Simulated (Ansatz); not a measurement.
Runs of Ansatz 0.2.0 on Te2Pt (Moncheite). It takes space group P-3m1 (No. 164, trigonal). The conventional cell has a = 4.010 Å, b = 4.010 Å, c = 5.201 Å, α = 90.00°, β = 90.00°, γ = 120.00°. Pt (site symmetry -3m) is surrounded by 6 Te at 2.66 Å. Te (site symmetry 3m) has 3 Pt at 2.66 Å as nearest neighbours. 

```csv
task,level,U,cell,cutoff (eV),gap on the mesh (eV),pressure (GPa),largest force (eV/Å)
density of states,PBEsol+U,Pt d U = 8 eV,as given,271,none,4.4,0.89
relaxation of cell and atoms,PBEsol,-,relaxed to 20 GPa,-,-,20.0,-
relaxation of cell and atoms,PBEsol,-,relaxed to 30 GPa,-,-,30.0,0.01
relaxation of cell and atoms,PBEsol,-,relaxed to 10 GPa,-,-,10.0,-
density of states,PBEsol,-,as given,271,none,4.1,(a)
density of states,PBEsol+U,Pt d U = 6 eV,as given,271,none,(b),0.83
relaxation of cell and atoms,PBEsol,-,relaxed to 5 GPa,-,-,5.0,-
density of states,PBEsol+U,Pt d U = 4 eV,as given,271,none,4.1,0.78
```

Alike in all rows: potentials or basis all-electron LAPW, scalar-relativistic; no spin polarisation; k mesh 8 × 8 × 5; smearing fermi-dirac 0.05 eV; basis error allowed 0.002 eV/atom.

Problem. Fill in the values left out.

Solution. (a) 0.74; (b) 4.2.

Caveats: the density of states is complete only up to the lowest level of the last band computed (some runs); U is the effective U less J, on atomic orbitals that reach past the spheres (some runs); U without spin polarisation on a metal has little footing (some runs); the U is typed as a test and isn't derived for this compound (some runs).

A k mesh can miss the band edges, and the runs leave out spin-orbit coupling on Pt, Te.

A gap of «none» marks a metal or a gap under the smearing width.
